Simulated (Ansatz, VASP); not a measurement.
## CdSe: VASP beside Ansatz

One calculation is typed for both programs; each brings its own data sets and cutoff. How far apart do they land?

Program: Ansatz 0.2.0. Level of theory: plane waves, with VASP 6.6.1 beside it; G0W0 gap at PBE. Results are calculated unless marked as measured.

### Step 1. Starting point

Symmetry: F-43m, No. 216, cubic system. The conventional cell has a = 6.050 Å, b = 6.050 Å, c = 6.050 Å, α = 90.00°, β = 90.00°, γ = 90.00°. Nearest to Cd lie 4 Se at 2.62 Å. Se has 4 Cd at 2.62 Å nearest. Farther neighbours and most contacts between anions are not listed.

### Step 2. Ansatz: G0W0 gap, PBE

Ansatz runs on its default PAW (the set named soft_2) files.

Quasiparticle shifts depend on high empty states and on the cores, so they are the hardest test of two PAW sets.

Contents of input.yaml:

```yaml
crystal:
  lattice:
    - [0.0, 3.025, 3.025]
    - [3.025, 0.0, 3.025]
    - [3.025, 3.025, 0.0]
  atoms:
    - { symbol: Cd, position: [0.0, 0.0, 0.0] }
    - { symbol: Se, position: [0.75, 0.75, 0.75] }
hamiltonian:
  xc: pbe
  pseudopotentials: { kind: paw }
kpoints:
  mp_grid: { grid: [6, 6, 6] }
scf:
  occupations: { method: fixed }
gw:
  n_empty_bands: 119
  ecut_chi: 100.0
  qp_bands: [v2, c2]
  qp_kpoints: band_edges
  screening: { model: contour_deformation }
```

The run is started by

```sh
ansatz run input.yaml --threads 4 --pin off --max-ram 9216MiB --backend cpu --events-out ev --progress --plain --runs-dir out
```

Numbers of over 12 decimals in the logs are rounded to 6 here.

Log:

```text
Engine: ansatz 0.2.0, aarch64-unknown-linux-gnu
Pseudopotentials: kind: paw
Pseudopotential: Cd, paw, valence charge 20, recommended cutoff 420 eV (normal), Cd.paw.azcp
Pseudopotential: Se, paw, valence charge 16, recommended cutoff 420 eV (normal), Se.paw.azcp
Functional definition: PBE
  parameter kappa = 0.804
  parameter beta = 0.066725
  exchange = pbe_x(kappa = kappa, mu = beta*pi^2/3)
  correlation = pbe_c(beta = beta)
Crystal: 2 atoms, lattice volume = 55.361 Å³
Basis set: ecut = 420 eV, 1067 PW (Γ)
Bands: 22, of which v1, the nominal top of the filled ones, is band 18 counted from 1 (17 counted from 0)
Symmetry: 24 space group operations
Space group: F-43m (ITA 216), of the structure as read, at distance tolerance 3.8e-5 Å
k-points: 16 of 216 (time reversal used)
Non-local potential: Cd, projectors of the file, l = 0: 3, l = 1: 2, l = 2: 2, l = 3: 1
Non-local potential: Se, projectors of the file, l = 0: 2, l = 1: 2, l = 2: 3, l = 3: 1
PAW form: soft (Blöchl's): semilocal exchange-correlation on the pseudo side does not see the compensation charge
PAW one-centre angular grid: Cd, 590 points (default); XC on 64 Gauss nodes
PAW one-centre angular grid: Se, 590 points (default); XC on 64 Gauss nodes
Initial density: superposition of atomic densities (neutral atoms: chi_scale 0, normalization atom), corrected by the library's trained network
Initial wavefunctions: pseudopotential atomic-orbital guess
Functional: x = pbe(κ = 0.804, μ = 0.219515), c = pbe(β = 0.066725)
SCF iter   1: F=—  HF=-13724.746187 eV  |F-HF|=—  |Δ(HF+E_count)|=         —  Δρ=8.25e-4  dr2=7.57e-4  ethr=1.77e-3  ⟨swp⟩=4.9  Hψ=1303  notcnv=0  defer=27
preconditioner: auto → none  [insulator: Δε(μ)=0.631 eV  Ē_g=12.226 eV  n_scr=14 (ndim 8)  ℏωp=21.2 eV  f_vac=0.197  ε∞_Penn≈4.0]
SCF iter   2: F=—  HF=-13724.746740 eV  |F-HF|=—  |Δ(HF+E_count)|=   5.53e-4  Δρ=3.36e-4  dr2=4.94e-5  ethr=2.10e-6  ⟨swp⟩=2.1  Hψ=667  notcnv=0  defer=28
SCF iter   3: F=—  HF=-13724.746768 eV  |F-HF|=—  |Δ(HF+E_count)|=   2.74e-5  Δρ=1.42e-4  dr2=9.62e-6  ethr=1.37e-7  ⟨swp⟩=2.0  Hψ=655  notcnv=0  defer=28
SCF iter   4: F=—  HF=-13724.746785 eV  |F-HF|=—  |Δ(HF+E_count)|=   1.68e-5  Δρ=6.28e-5  dr2=2.46e-6  ethr=2.67e-8  ⟨swp⟩=2.0  Hψ=486  notcnv=0  defer=30
SCF iter   5: F=—  HF=-13724.746791 eV  |F-HF|=—  |Δ(HF+E_count)|=   5.93e-6  Δρ=1.61e-5  dr2=1.42e-7  ethr=6.83e-9  ⟨swp⟩=2.0  Hψ=496  notcnv=0  defer=30
SCF iter   6: F=-13724.746791 eV  HF=-13724.746791 eV  |F-HF|=9.94e-9  |Δ(HF+E_count)|=   3.84e-7  Δρ=3.83e-6  dr2=6.85e-9  ethr=2.78e-10  ⟨swp⟩=5.5  Hψ=1153  notcnv=0
SCF 1 converged in 6 iterations: F = -13724.746791 eV  dr2 = 6.85e-9
  greatest PAW one-centre occupation: 1.000 electrons in one spin orbital (limit 2), on the Cd atom at site 0 (counted from 0), in its partial waves of l = 0
NSCF: frozen V_eff on 16 k-points
G₀W₀ screening: q 1/16
G₀W₀ screening: q 2/16 (q-point 6)
G₀W₀ screening: q 3/16 (q-point 7)
G₀W₀ screening: q 4/16 (q-point 8)
G₀W₀ screening: q 5/16 (q-point 11)
G₀W₀ screening: q 6/16 (q-point 14)
G₀W₀ screening: q 7/16 (q-point 15)
G₀W₀ screening: q 8/16 (q-point 9)
G₀W₀ screening: q 9/16 (q-point 12)
G₀W₀ screening: q 10/16 (q-point 16)
G₀W₀ screening: q 11/16 (q-point 2)
G₀W₀ screening: q 12/16 (q-point 3)
G₀W₀ screening: q 13/16 (q-point 5)
G₀W₀ screening: q 14/16 (q-point 10)
G₀W₀ screening: q 15/16 (q-point 4)
G₀W₀ screening: q 16/16 (q-point 13)
G₀W₀ self-energy: k 1/8
G₀W₀ self-energy: k 2/8
G₀W₀ self-energy: k 3/8
G₀W₀ self-energy: k 4/8
G₀W₀ self-energy: k 5/8
G₀W₀ self-energy: k 6/8
G₀W₀ self-energy: k 7/8
G₀W₀ self-energy: k 8/8
NSCF: frozen V_eff on 1 k-points
NSCF: frozen V_eff on 1 k-points
SCF converged after 6 iterations
Free energy (F): -13724.746791 eV
Harris-Foulkes:  -13724.746791 eV  (|F-HF|=9.94e-9)
Internal energy: -13724.746791 eV  (E = F + TS)
E sigma→0 (E₀):  -13724.746791 eV
Fermi energy:    7.713944 eV
--- Per-component energies (eV) ---
  E_band       = -882.975823
  E_kinetic    = 624.438345
  E_local      = -6337.881939  (includes V_loc(G=0)·N_el)
  E_nonlocal   = -562.421496
  E_hartree    = 3017.093178
  E_xc         = -281.414032
  E_vxc        = -320.434539  (∫ρ·V_xc dr)
  E_paw        = -5994.491272  (= ΣΔE_a)
  E_vpaw       = -320.860735  (= ΣTr[D̂ρ^β])
  E_aug_tail   = -0.000587  (compensation charges beyond the density's cutoff)
  E_ewald      = -4190.068988
  E_smearing   = -0.000000  (= −TS)
  E_closure    = -0.000000  (closes the sum)
  Σ components = -13724.746791   (vs F -13724.746791, Δ=0.00e0)
--- Band table (eV; the first three rows and the last of 16) ---
  k-point 0: bands = [... 14 lower, 0.1205, 7.7139, 7.7139, 7.7139, 8.3540, 13.6561, 13.6561, 13.6561]
  k-point 1: bands = [... 14 lower, 0.1195, 5.9936, 7.4976, 7.4976, 9.6608, 13.4274, 13.9859, 13.9859]
  k-point 2: bands = [... 14 lower, 0.1308, 4.1365, 7.1158, 7.1158, 10.1500, 14.2348, 14.2348, 14.3123]
  k-point 15: bands = [... 14 lower, 0.5965, 3.6321, 5.5205, 5.5244, 12.0742, 12.3988, 15.3313, 15.7840]
--- G₀W₀: contour deformation, 8 samples at zero and on the imaginary axis and 3 off it, 216 q-points, 119 empty bands' worth ---
  eigenvalues of the whole cell's RPA ε∞ on this k-mesh (on a slab, of 1 + 4πα/V) = 15.2373, 15.2373, 15.2373; static W/v taken at q = 0 is 0.065628
  bands read: the sum over 137 bands ends inside a degenerate multiplet in 2 slots, whose members it reads at an even weight; the widest, k=1: bands 137 to 138 (counted from 1) at 1/2 each
  gw.qp_kpoints: band_edges: 8 of 16 stored k-points solved, in 1 pass; an edge of the gap read off the rows below is read off those points alone
    valence top: of the k-points left out ik 7 came nearest to being solved in a further pass, in band 18 (counted from 1, as in the quasiparticle table): it holds the edge there only if its correction is more favourable than any solved in that band by at least 0.790 eV; those differ by 0.123 eV
    conduction bottom: of the k-points left out ik 5 came nearest to being solved in a further pass, in band 19 (counted from 1, as in the quasiparticle table): it holds the edge there only if its correction is more favourable than any solved in that band by at least 2.487 eV; those differ by 0.289 eV
    ik  band        ε_KS         Σx   Σc(E_QP)       V_xc       Z   E_QP_lin       E_QP  E_QP is
     0    17      7.7139   -19.9578     1.9845   -17.5089  0.7255     7.2211     7.2496  root
     0    18      7.7139   -19.9578     1.9845   -17.5089  0.7255     7.2211     7.2496  root
     0    19      8.3540    -9.2327    -3.3585   -12.7543  0.7574     8.5190     8.5170  root
     0    20     13.6561    -6.6824    -4.3054   -11.2192  0.7353    13.8922    13.8874  root
     1    17      7.4976   -19.6356     2.0470   -17.1035  0.7239     6.9796     7.0126  root
     1    18      7.4976   -19.6356     2.0470   -17.1035  0.7239     6.9796     7.0126  root
     1    19      9.6608    -9.9695    -3.3541   -13.5052  0.7479     9.8450     9.8424  root
     1    20     13.4274    -7.0119    -4.2576   -11.4697  0.7342    13.6311    13.6276  root
     2    17      7.1158   -19.1167     2.1682   -16.4309  0.7204     6.5564     6.5982  root
     2    18      7.1158   -19.1167     2.1682   -16.4309  0.7204     6.5564     6.5982  root
     2    19     10.1500    -8.5393    -3.7924   -12.5673  0.7509    10.3904    10.3856  root
     2    20     14.2348    -6.7681    -4.4001   -11.3912  0.7287    14.4624    14.4577  root
     3    17      6.9427   -18.8784     2.2206   -16.1274  0.7189     6.3663     6.4124  root
     3    18      6.9427   -18.8784     2.2206   -16.1274  0.7189     6.3663     6.4124  root
     3    19     10.1302    -8.3916    -3.8039   -12.4298  0.7528    10.3692    10.3644  root
     3    20     14.1711    -6.7223    -4.3263   -11.2514  0.7315    14.3775    14.3738  root
     4    17      7.1407   -19.1059     2.1361   -16.4564  0.7208     6.5866     6.6273  root
     4    18      7.1407   -19.1059     2.1361   -16.4564  0.7208     6.5866     6.6273  root
     4    19     10.2291   -10.5008    -3.4033   -14.1100  0.7420    10.4384    10.4349  root
     4    20     12.5867    -6.5357    -4.1081   -10.8200  0.7450    12.7655    12.7629  root
     8    17      6.5221   -18.2164     2.2737   -15.3923  0.7143     5.9174     5.9717  root
     8    18      7.3716   -19.4860     2.0937   -16.8952  0.7228     6.8385     6.8744  root
     8    19     10.6765    -9.5810    -3.8302   -13.6907  0.7406    10.9634    10.9560  root
     8    20     13.3026    -7.3812    -4.1638   -11.7287  0.7349    13.4890    13.4861  root
     9    17      6.2129   -17.9423     2.4347   -14.9365  0.7094     5.5773     5.6419  root
     9    18      6.2129   -17.9423     2.4347   -14.9365  0.7094     5.5773     5.6419  root
     9    19     11.1948    -6.4737    -3.7087   -10.2212  0.7533    11.2337    11.2336  root
     9    20     11.6169    -8.9453    -4.0547   -13.3021  0.7404    11.9280    11.9189  root
    12    17      5.8091   -17.3894     2.5569   -14.2447  0.7036     5.1460     5.2213  root
    12    18      5.8091   -17.3894     2.5569   -14.2447  0.7036     5.1460     5.2213  root
    12    19     10.8303    -6.3248    -3.5629    -9.8780  0.7589    10.8207    10.8207  root
    12    20     11.4972    -8.6835    -3.9438   -12.8838  0.7450    11.7596    11.7535  root
```

Run time: 57 s. Hardware: 4 threads of Arm Neoverse V1, shared host; peak memory 0.54 GiB; 3.4 min of CPU time.

The column dr2 measures how far the density is from self-consistency, as an energy; F and HF (Harris–Foulkes) agree once it is small.

(Part 1 of 2 ends here.)

[Lines on the potential files, build, host, timing and source positions are cut from VASP's logs without a mark.]

[Logs are printed without paths, hosts, clocks, repeated set-up lines and the standing remarks that a program may print on its own settings, such as how far it seeks lower states.]

[Hosts, paths, dates, database ids (printed as entryN), source tags and the programs' standing remarks are cut or masked in the printed files.]
